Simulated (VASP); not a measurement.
Data:

```xyz
2
Lattice="0.0000 3.1953 3.1953 3.1953 0.0000 3.1953 3.1953 3.1953 0.0000" Properties=species:S:1:pos:R:3 pbc="T T T"
Zn     0.0000     0.0000     0.0000
Te     1.5976     1.5976     1.5976
```

These are RPBE GGA, VASP's PBE PAW potentials (set 64) (plane waves; VASP) values and carry that method's errors. Run with 520 eV cut-off, 7×7×7 Γ-centred mesh, Gaussian smearing of 0.050 eV, potentials Zn Te.

Unless said otherwise, spin-orbit coupling is left out, though it shifts the bands of the heavy elements here.

Question: Predict the energy per atom (σ→0), pressure, band gap (on the k-mesh) with the smallest direct gap where there is one.

Answer: 
* **band gap (on the k-mesh)**: 0.77 eV
* **smallest direct gap (on the k-mesh)**: 0.77 eV
* **energy per atom (σ→0)**: -2.267 eV/atom
* **pressure**: -1.91 GPa

The compound is ZnTe in the zinc blende structure. This cell is one point of a volume scan, at 1.06 of the reference volume.
